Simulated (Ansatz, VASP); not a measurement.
**Two plane-wave programs on MgS**

```
CELL_PARAMETERS angstrom
4.15161 0.00000 0.00000
0.00000 5.87126 0.00000
0.00000 0.00000 3.80527
ATOMIC_POSITIONS crystal
Mg 0.00000 0.00000 0.00000
Mg 0.50000 0.50000 0.50000
S 0.50000 0.25000 0.00000
S 0.00000 0.75000 0.50000
```

The cell was built by a generator and needn't be a form met in nature.

Alike in both runs: task single point; functional LDA; k mesh 4 × 4 × 6; occupations gaussian, width 0.1 eV; no spin polarisation.

|  | VASP | Ansatz |
| --- | --- | --- |
| version | VASP 6.6.1 | Ansatz 0.2.0 |
| potentials or method | VASP PAW LDA potentials, release 64 (Mg, S) | scalar-relativistic, plane waves, PAW |
| plane-wave cutoff (eV) | 520 | 420 |
| valence electrons in the cell | 16 | 32 |

Ansatz gave:

* gap on the k mesh at the Fermi level (eV): 2.78
* least direct gap on the mesh (eV): 2.78
* pressure (GPa): -2.8
* largest component of the traceless stress (GPa): 4.47
* rms of the force components (eV/Å): 0.242

Q: Estimate VASP's values.

A: gap on the k mesh at the Fermi level (eV): 2.79; least direct gap on the mesh (eV): 2.79; pressure (GPa): -3.1; largest component of the traceless stress (GPa): 4.48; rms of the force components (eV/Å): 0.245.

The two sets of potentials don't hold the same shells in valence. Ansatz warned: «pseudo_functional_mismatch».
